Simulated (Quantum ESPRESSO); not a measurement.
# CaO (Fm-3m) in Quantum ESPRESSO: a series of runs, part 2 of 3

Quantum ESPRESSO 7.5. Earlier steps stand in the parts before.

## Step 4: Phonons, LDA

Contents of pw.in:

```
&CONTROL
  calculation = 'scf'
  prefix = 'pwscf'
  outdir = './tmp'
  pseudo_dir = './pseudo'
  tprnfor = .true.
  tstress = .true.
  disk_io = 'low'
/
&SYSTEM
  ibrav = 0
  nat = 2
  ntyp = 2
  ecutwfc = 84
  nbnd = 14
  occupations = 'smearing'
  smearing = 'fd'
  degauss = 0.00367493
/
&ELECTRONS
  conv_thr = 4d-10
  electron_maxstep = 120
  mixing_beta = 0.5
/
ATOMIC_SPECIES
Ca    40.0780 Ca.upf
O     15.9990 O.upf
CELL_PARAMETERS bohr
   0.0000000000    4.5420619907    4.5420619907
   4.5420619907    0.0000000000    4.5420619907
   4.5420619907    4.5420619907    0.0000000000
ATOMIC_POSITIONS bohr
Ca     0.0000000000    0.0000000000    0.0000000000
O      4.5420619907    4.5420619907    4.5420619907
K_POINTS automatic
6 6 6 1 1 1
```

Contents of relax.in:

```
&CONTROL
  calculation = 'vc-relax'
  prefix = 'pwscf'
  outdir = './tmp'
  pseudo_dir = './pseudo'
  tprnfor = .true.
  tstress = .true.
  disk_io = 'low'
  nstep = 40
  forc_conv_thr = 0.0001
  etot_conv_thr = 1d-06
/
&SYSTEM
  ibrav = 0
  nat = 2
  ntyp = 2
  ecutwfc = 84
  nbnd = 14
  occupations = 'smearing'
  smearing = 'fd'
  degauss = 0.00367493
/
&ELECTRONS
  conv_thr = 4d-10
  electron_maxstep = 120
  mixing_beta = 0.5
/
&IONS
  ion_dynamics = 'bfgs'
/
&CELL
  cell_dynamics = 'bfgs'
  press = 0
  press_conv_thr = 0.2
/
ATOMIC_SPECIES
Ca    40.0780 Ca.upf
O     15.9990 O.upf
CELL_PARAMETERS bohr
   0.0000000000    4.5420619907    4.5420619907
   4.5420619907    0.0000000000    4.5420619907
   4.5420619907    4.5420619907    0.0000000000
ATOMIC_POSITIONS bohr
Ca     0.0000000000    0.0000000000    0.0000000000
O      4.5420619907    4.5420619907    4.5420619907
K_POINTS automatic
6 6 6 1 1 1
```

Contents of scf2.in:

```
&CONTROL
  calculation = 'scf'
  prefix = 'pwscf'
  outdir = './tmp'
  pseudo_dir = './pseudo'
  tprnfor = .true.
  tstress = .true.
  disk_io = 'low'
/
&SYSTEM
  ibrav = 0
  nat = 2
  ntyp = 2
  ecutwfc = 84
  nbnd = 14
  occupations = 'fixed'
/
&ELECTRONS
  conv_thr = 1d-13
  electron_maxstep = 120
  mixing_beta = 0.5
  startingpot = 'file'
  startingwfc = 'file'
/
ATOMIC_SPECIES
Ca    40.0780 Ca.upf
O     15.9990 O.upf
CELL_PARAMETERS bohr
   0.0000000000    4.4446858055    4.4446858055
   4.4446858055    0.0000000000    4.4446858055
   4.4446858055    4.4446858055    0.0000000000
ATOMIC_POSITIONS bohr
Ca     0.0000000000    0.0000000000    0.0000000000
O      4.4446858055    4.4446858055    4.4446858055
K_POINTS automatic
6 6 6 1 1 1
```

Contents of ph.in:

```
phonons of CaO
&INPUTPH
  prefix = 'pwscf'
  outdir = './tmp'
  tr2_ph = 1d-18
  fildyn = 'dyn'
  niter_ph = 90
  alpha_mix(1) = 0.7
/
0.3535533906 0.3535533906 0.3535533906
```

Potentials or basis: PseudoDojo 0.4.1 SR LDA standard.

Command:

```sh
$ OMP_NUM_THREADS=1 mpirun -n 4 pw.x -nk 4 -in pw.in > pw.out
$ OMP_NUM_THREADS=1 mpirun -n 4 pw.x -nk 4 -in relax.in > relax.out
$ OMP_NUM_THREADS=1 mpirun -n 4 pw.x -nk 4 -in scf2.in > scf2.out
$ OMP_NUM_THREADS=1 mpirun -n 4 ph.x -nk 4 -in ph.in > ph.out
```

pw.out:

```text
This program is part of the open-source Quantum ESPRESSO suite
     for quantum simulation of materials; please cite
         "P. Giannozzi et al., J. Phys.:Condens. Matter 21 395502 (2009);
         "P. Giannozzi et al., J. Phys.:Condens. Matter 29 465901 (2017);
         "P. Giannozzi et al., J. Chem. Phys. 152 154105 (2020);
     in publications or presentations arising from this work. More details at

     Message from routine setup:
     using ibrav=0 with symmetry is DISCOURAGED, use correct ibrav instead

     K-points division:     npool     =       4
     Subspace diagonalization in iterative solution of the eigenvalue problem:
     a serial algorithm will be used

     G-vector sticks info
     --------------------
     sticks:   dense  smooth     PW     G-vecs:    dense   smooth      PW
     Sum         955     955    295                19579    19579    3287

     Using Slab Decomposition

     bravais-lattice index     =            0
     lattice parameter (alat)  =       6.4234  a.u.
     unit-cell volume          =     187.4084 (a.u.)^3
     number of atoms/cell      =            2
     number of atomic types    =            2
     number of electrons       =        16.00
     number of Kohn-Sham states=           14
     kinetic-energy cutoff     =      84.0000  Ry
     charge density cutoff     =     336.0000  Ry
     scf convergence threshold =      4.0E-10
     mixing beta               =       0.5000
     number of iterations used =            8  plain     mixing
     Exchange-correlation= SLA  PW   NOGX NOGC
                           (   1   4   0   0   0   0   0)

     celldm(1)=   6.423446  celldm(2)=   0.000000  celldm(3)=   0.000000
[... 83 lines left out ...]
     Starting wfcs are    9 randomized atomic wfcs +    5 random wfcs

     Self-consistent Calculation

     iteration #  1     ecut=    84.00 Ry     beta= 0.50
     Davidson diagonalization with overlap
     ethr =  1.00E-02,  avg # of iterations =  8.3

     total energy              =    -110.49543111 Ry
     estimated scf accuracy    <       0.45282221 Ry
[... 57 lines left out ...]
     iteration # 10     ecut=    84.00 Ry     beta= 0.50
     Davidson diagonalization with overlap
     ethr =  7.99E-12,  avg # of iterations =  1.0

     End of self-consistent calculation

          k = 0.0589 0.0589 0.0589 (  2439 PWs)   bands (ev):

   -29.7653 -10.8645 -10.7659 -10.7659  -7.6751   7.1129   7.2782   7.2782
    12.2880  13.4770  13.6278  13.6278  15.2295  15.2295
[... 73 lines left out ...]
   -29.6328 -11.3891 -11.0423 -10.9891  -7.4561   6.0317   6.8491   6.9425
    11.1057  15.4522  16.3500  16.5517  16.8171  18.6555

          k =-0.5303 0.1768-0.0589 (  2430 PWs)   bands (ev):

   -29.6474 -11.4727 -11.0286 -10.9558  -7.1539   5.7126   6.5059   6.7191
    12.0392  15.1652  15.9634  16.4136  16.7516  18.6492

          k =-0.4125 0.0589 0.0589 (  2444 PWs)   bands (ev):
[... 51 lines left out ...]
   -29.6531 -11.7608 -10.9595 -10.8458  -6.7319   5.0612   6.2362   6.2458
    14.1610  14.4829  15.7374  16.3697  17.7161  18.5896

     the Fermi energy is     9.7732 ev

!    total energy              =    -110.66419915 Ry
     estimated scf accuracy    <          4.7E-11 Ry
     smearing contrib. (-TS)   =      -0.00000000 Ry
     internal energy E=F+TS    =    -110.66419915 Ry

     The total energy is F=E-TS. E is the sum of the following terms:
     one-electron contribution =     -25.18544594 Ry
     hartree contribution      =      20.49442001 Ry
     xc contribution           =     -22.93718760 Ry
     ewald contribution        =     -83.03598562 Ry

     convergence has been achieved in  10 iterations

     Forces acting on atoms (cartesian axes, Ry/au):

     atom    1 type  1   force =    -0.00000000   -0.00000000    0.00000000
     atom    2 type  2   force =     0.00000000    0.00000000   -0.00000000

     Total force =     0.000000     Total SCF correction =     0.000000

     Computing stress (Cartesian axis) and pressure

          total   stress  (Ry/bohr**3)                   (kbar)     P=      -73.00
  -0.00049624  -0.00000000   0.00000000          -73.00       -0.00        0.00
  -0.00000000  -0.00049624  -0.00000000           -0.00      -73.00       -0.00
  -0.00000000  -0.00000000  -0.00049624           -0.00       -0.00      -73.00

=------------------------------------------------------------------------------=
   JOB DONE.
=------------------------------------------------------------------------------=
```

scf2.out:

```text
This program is part of the open-source Quantum ESPRESSO suite
     for quantum simulation of materials; please cite
         "P. Giannozzi et al., J. Phys.:Condens. Matter 21 395502 (2009);
         "P. Giannozzi et al., J. Phys.:Condens. Matter 29 465901 (2017);
         "P. Giannozzi et al., J. Chem. Phys. 152 154105 (2020);
[... 308 lines left out ...]
  -0.00000000  -0.00000155  -0.00000000           -0.00       -0.23       -0.00
   0.00000000  -0.00000000  -0.00000155            0.00       -0.00       -0.23

=------------------------------------------------------------------------------=
   JOB DONE.
=------------------------------------------------------------------------------=
```

Run time: 90 s. Hardware: 4 MPI ranks of Intel Xeon 6975P-C (Granite Rapids), shared host; peak memory 0.36 GiB.

What came out:

* Free energy: -1505.7051 eV
* Relaxed volume: 13.01 Å³/atom
* Relaxed cell: a = 3.326 Å, b = 3.326 Å, c = 3.326 Å, α = 60.00°, β = 60.00°, γ = 60.00°
* Space group after relaxing (to 0.05 Å): Fm-3m (No. 225)
* Pressure after relaxing: 0.0 GPa
* Highest phonon frequency at the q point run: 487 cm⁻¹

The path:
```tsv
step	energy change (eV)	largest force (eV/Å)	pressure (GPa)	volume (Å³)
1	0.0000	0.0000	-7.30	27.77
2	-0.0344	0.0000	-3.36	26.75
3	-0.0421	0.0000	0.42	25.94
4	-0.0422	0.0000	-0.02	26.03
5	-0.0422	0.0000	0.00	26.02
```

Final structure:
```cif
data_structure
_symmetry_space_group_name_H-M 'P 1'
_symmetry_Int_Tables_number 1
_cell_length_a 3.3263
_cell_length_b 3.3263
_cell_length_c 3.3263
_cell_angle_alpha 60.000
_cell_angle_beta 60.000
_cell_angle_gamma 60.000
_cell_volume 26.02
loop_
_atom_site_label
_atom_site_type_symbol
_atom_site_fract_x
_atom_site_fract_y
_atom_site_fract_z
_atom_site_occupancy
Ca1 Ca 0.00000 0.00000 0.00000 1
O1 O 0.50000 0.50000 0.50000 1
```

Phonon frequencies in cm⁻¹ (negative: imaginary):
| q point | frequencies |
| --- | --- |
| (0.500, 0.500, 0.500) | 190 190 325 325 384 487 |

Phonon modes at q = (0.500, 0.500, 0.500) in reciprocal lattice units:
```csv
mode,symmetry,cm⁻¹
1,E_u,190
2,E_u,190
3,E_g,325
4,E_g,325
5,A_2u,384
6,A_1g,487
```

(Continued in part 3 of 3.)
